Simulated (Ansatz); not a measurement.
# PtS2 under changes of volume

One of the cells (18.261 Å³/atom); the others are scaled copies at fixed shape and fractional positions:

```
Pt S
1.0
     3.54320    0.00000    0.00000
    -1.77160    3.06850    0.00000
     0.00000    0.00000    5.03880
Pt S
1 2
Direct
  0.00000 0.00000 0.00000
  0.66667 0.33333 0.77300
  0.33333 0.66667 0.22700
```

| Property | Result |
| --- | --- |
| Program | Ansatz 0.2.0 |
| Functional | r2SCAN |
| Potentials or basis | Ansatz PAW |
| Cutoff | 500 eV (not typed: the program's choice for these potentials) |
| k mesh | 9 × 9 × 5 |
| Occupations | fermi-dirac, width 0.05 eV |
| Spin | no spin polarisation |

| volume (Å³/atom) | energy over the lowest point (meV/atom) | pressure (GPa) | gap on the mesh (eV) | largest force (eV/Å) |
| --- | --- | --- | --- | --- |
| 17.165 | 135.19 | 21.9 | 1.27 | 2.284 |
| 17.531 | 90.62 | 17.3 | 1.24 | 1.898 |
| 17.896 | ? | ? | ? | ? |
| 18.261 | 30.74 | 9.3 | 1.19 | 1.216 |
| 18.626 | 13.46 | 5.9 | 1.17 | 0.914 |
| 18.992 | 3.47 | 2.9 | 1.14 | 0.636 |
| 19.357 | 0.00 | 0.2 | 1.11 | 0.379 |

**Question.** What does the run at 17.896 Å³/atom give?

**Answer.** Energy over the lowest point 56.15 meV/atom; pressure 13.1 GPa; gap on the mesh 1.21 eV; largest force 1.543 eV/Å.

Worked out: A Birch-Murnaghan fit of order 3 (a polynomial in V^(-2/3)) to the other rows has its minimum at 19.38 Å³/atom, just outside them, with B0 = V·E''(V) = 137 GPa and B' = 4.6 at fixed shape and positions, which overstates the stiffness. It gives 56.17 meV/atom at 17.896 Å³/atom, against the run's 56.15, and -dE/dV = 13.1 GPa, against 13.1. A straight line through the other rows of the gap, of slope -1.29 eV per unit of ln V, gives 1.22 eV, against the run's 1.21.

Energies are extrapolated to zero smearing.

Caveats: odd divisions of the mesh miss points on the zone boundary, where band edges often lie, so the gap on the mesh can be too wide; spin-orbit coupling is left out, which moves the levels of the heavy elements; the PAW data sets come from PBE, with cores solved anew for the run's functional, which leaves a small shift of forces and pressure; forces of over 1 eV/Å show positions far from the minimum, so gaps and moduli don't describe the material at rest (some runs).

A mesh can miss the band edges.
